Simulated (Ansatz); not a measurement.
Input and command of a calculation in Ansatz (plane waves; scalar-relativistic PAW potentials unless the input names others):

```yaml
crystal:
  lattice:
    - [4.3429469559, 0.0130575033, -0.1115022686]
    - [-0.0130575033, -4.094998589, 0.0921548852]
    - [0.1115022686, 0.0921548852, -4.0576524544]
  atoms:
    - { symbol: Mg, position: [0.0062748839, 0.014258353, -0.0184815754] }
    - { symbol: Mg, position: [0.5066630113, 0.4993729374, 0.001526122] }
    - { symbol: Mg, position: [0.4914353994, -0.0069033525, 0.4839021802] }
    - { symbol: Mg, position: [0.0033102801, 0.4946061611, 0.5169053747] }
    - { symbol: O, position: [0.5001631421, -0.0171658317, -0.0107991841] }
    - { symbol: O, position: [-0.0060420645, 0.5135290446, 0.0153977462] }
    - { symbol: O, position: [-0.0127409797, 0.0154555861, 0.5084821071] }
    - { symbol: O, position: [0.5109363276, 0.4868471021, 0.5030672293] }
basis:
  ecutwfc: 420
kpoints:
  mp_grid: { grid: [6, 6, 6], shift: [0.5, 0.5, 0.5] }
hamiltonian:
  xc: pbesol
scf:
  occupations: { method: gaussian, width: 0.05 }
  mixing: { algorithm: msr1, beta: 0.05 }
output:
  forces: true
  eigenvalues: true
  stress: true
```

```bash
ansatz run input.yaml --threads 2 --pin off --max-ram 5120MiB --backend cpu --events-out ev --progress --plain --runs-dir out
```

Abridged log:
```
Basis set: ecut = 420 eV, 1405 PW (Γ), exchange–correlation on 60×60×60 points (8 copies of the dense FFT grid, shifted against one another)
Bands: 40, of which v1, the nominal top of the filled ones, is band 32 counted from 1 (31 counted from 0)
Symmetry: 1 space group operations
k-points: 108 of 216 (time reversal used)
SCF iter   1: F=—  HF=-9902.889398 eV  |F-HF|=—  |Δ(HF+E_count)|=         —  Δρ=1.54e-2  dr2=1.36e-1  ethr=1.77e-3  ⟨swp⟩=6.6  Hψ=18102  notcnv=0  defer=36
SCF iter   2: F=—  HF=-9902.880780 eV  |F-HF|=—  |Δ(HF+E_count)|=   8.62e-3  Δρ=1.40e-2  dr2=1.13e-1  ethr=2.12e-4  ⟨swp⟩=1.1  Hψ=5191  notcnv=0  defer=87
SCF iter   3: F=—  HF=-9902.847356 eV  |F-HF|=—  |Δ(HF+E_count)|=   3.34e-2  Δρ=2.41e-3  dr2=1.41e-3  ethr=1.76e-4  ⟨swp⟩=2.0  Hψ=6165  notcnv=0  defer=24
automatic band count: iteration 3 solves 39 bands in place of 40: the levels show a gap, and the empty bands left out lie too high to hold charge; the band table lists the bands solved (type scf.n_extra_bands for more)
SCF iter   4: F=—  HF=-9902.846909 eV  |F-HF|=—  |Δ(HF+E_count)|=   4.48e-4  Δρ=1.18e-3  dr2=4.42e-4  ethr=2.20e-6  ⟨swp⟩=2.0  Hψ=6747  notcnv=0  defer=24
SCF iter   5: F=—  HF=-9902.846974 eV  |F-HF|=—  |Δ(HF+E_count)|=   6.51e-5  Δρ=2.14e-4  dr2=2.94e-5  ethr=6.91e-7  ⟨swp⟩=1.0  Hψ=3997  notcnv=0  defer=24
SCF iter   6: F=—  HF=-9902.846780 eV  |F-HF|=—  |Δ(HF+E_count)|=   1.93e-4  Δρ=6.38e-5  dr2=1.22e-6  ethr=4.60e-8  ⟨swp⟩=2.0  Hψ=6888  notcnv=0  defer=38
SCF iter   7: F=—  HF=-9902.846781 eV  |F-HF|=—  |Δ(HF+E_count)|=   6.02e-7  Δρ=2.65e-5  dr2=3.37e-7  ethr=1.91e-9  ⟨swp⟩=2.0  Hψ=7453  notcnv=0  defer=38
SCF iter   8: F=-9902.846781 eV  HF=-9902.846781 eV  |F-HF|=4.59e-8  |Δ(HF+E_count)|=   7.38e-8  Δρ=9.04e-6  dr2=2.25e-8  ethr=1.56e-10  ⟨swp⟩=7.9  Hψ=16009  notcnv=0
SCF 1 converged in 8 iterations: F = -9902.846781 eV  dr2 = 2.25e-8
SCF converged after 8 iterations
Free energy (F): -9902.846781 eV
Harris-Foulkes:  -9902.846781 eV  (|F-HF|=4.59e-8)
Internal energy: -9902.846781 eV  (E = F + TS)
E sigma→0 (E₀):  -9902.846781 eV
Fermi energy:    11.226085 eV
--- Forces (eV/Å), atoms counted from 1 ---
  atom   1  Mg    -0.29894490     0.44915103    -1.39380639
  atom   2  Mg    -0.03849106     0.36599487    -0.01079000
  atom   3  Mg     0.44538063     0.03555369    -0.45203977
  atom   4  Mg    -0.23099508    -0.73163330     0.62693891
  atom   5  O     -0.30276493    -0.91445024    -0.18186480
  atom   6  O      0.45408856     0.33534952     0.35050991
  atom   7  O      0.65119023     0.85477831     0.89841951
  atom   8  O     -0.67943979    -0.39473488     0.16263512
--- Stress (GPa, compression-positive) ---
       -1.328668      -1.537266       7.583348
       -1.537266      12.593397       7.123612
        7.583348       7.123611      15.570022
  P = ⅓ Tr σ = 8.9449 GPa (89.449 kbar)
```

Apart from outputs and empty bands, the input differs from a reference run on usual settings in kpoints.mp_grid.shift: not typed → [0.5, 0.5, 0.5]; scf.mixing.algorithm: not typed → "msr1"; scf.mixing.beta: not typed → 0.05. The reference, at the same geometry (not necessarily relaxed), gave pressure 8.95 GPa, largest force 1.495 eV/Å, gap on the mesh 4.58 eV. This run converged in 8 SCF iterations (reference: 7) with an energy at zero smearing 0.01 meV/atom above the reference's, pressure 8.94 GPa, largest force 1.495 eV/Å, gap on the mesh 5.08 eV.

Time: 24 s on 2 threads of Intel(R) Xeon(R) Processor @ 2.50GHz (Skylake/Cascade Lake), on a shared host, peak memory 0.47 GiB.